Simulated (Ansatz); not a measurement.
A relaxation computed with Ansatz, from input to last step.

```yaml
crystal:
  lattice:
    - [2.3896327827, 0.0, 0.0]
    - [-1.1948163913, 2.0694826955, 0.0]
    - [0.0, 0.0, 3.8611248371]
  atoms:
    - { symbol: Co, position: [0.3333333333, 0.6666666667, 0.25], spin: 1.84 }
    - { symbol: Co, position: [0.6666666667, 0.3333333333, 0.75], spin: 1.84 }
basis:
  ecutwfc: 420
kpoints:
  mp_grid: { grid: [18, 18, 10] }
hamiltonian:
  xc: pbe
scf:
  occupations: { method: gaussian, width: 0.1 }
output:
  forces: true
  stress: true
  eigenvalues: true
  populations: true
magnetization:
  spin_polarized: true
relax:
  adjacent_minimum: "off"
  f_tol: 0.01
  max_steps: 30
  cell: { stress_tol: 0.1, fix: [volume] }
```

```bash
ansatz run input.yaml --threads 1 --pin off --max-ram 2560MiB --backend cpu --events-out ev --progress --plain --runs-dir out
```

These are results of Ansatz, DFT PBE, scalar-relativistic, plane waves, PAW, not measurements.

The volume is held at 0.88 times that of the relaxed cell.

Of 3 frames 3 are shown, positions in Å and forces in eV/Å; the SCF threshold varies from step to step. Steps run on the plane waves of an earlier cell, with a Pulay correction in the pressure. The basis is chosen afresh for the last frame, the zero of the energies, and at times for earlier ones too; energy and pressure step there, also at an unchanged geometry.

```xyz
2
Lattice="2.3896 0.0000 0.0000 -1.1948 2.0695 0.0000 0.0000 0.0000 3.8611" Properties=species:S:1:pos:R:3:forces:R:3 pbc="T T T" step=1 free_energy_over_end_meV_per_atom=0.00 pressure_GPa=37.65
Co    0.0000    1.3797    0.9653    0.0000    0.0000    0.0000
Co    1.1948    0.6898    2.8958    0.0000    0.0000    0.0000
2
Lattice="2.3898 0.0000 0.0000 -1.1949 2.0696 0.0000 0.0000 0.0000 3.8607" Properties=species:S:1:pos:R:3:forces:R:3 pbc="T T T" step=2 free_energy_over_end_meV_per_atom=0.00 pressure_GPa=37.65
Co    0.0000    1.3797    0.9652    0.0000    0.0000    0.0000
Co    1.1949    0.6899    2.8955    0.0000    0.0000    0.0000
2
Lattice="2.3898 0.0000 0.0000 -1.1949 2.0696 0.0000 0.0000 0.0000 3.8607" Properties=species:S:1:pos:R:3:forces:R:3 pbc="T T T" step=3 free_energy_over_end_meV_per_atom=0.00 pressure_GPa=37.65
Co    0.0000    1.3797    0.9652    0.0000    0.0000    0.0000
Co    1.1949    0.6899    2.8955    0.0000    0.0000    0.0000
```

Time: 30 s on 1 thread of Arm Neoverse V2, on a shared host, peak memory 0.43 GiB.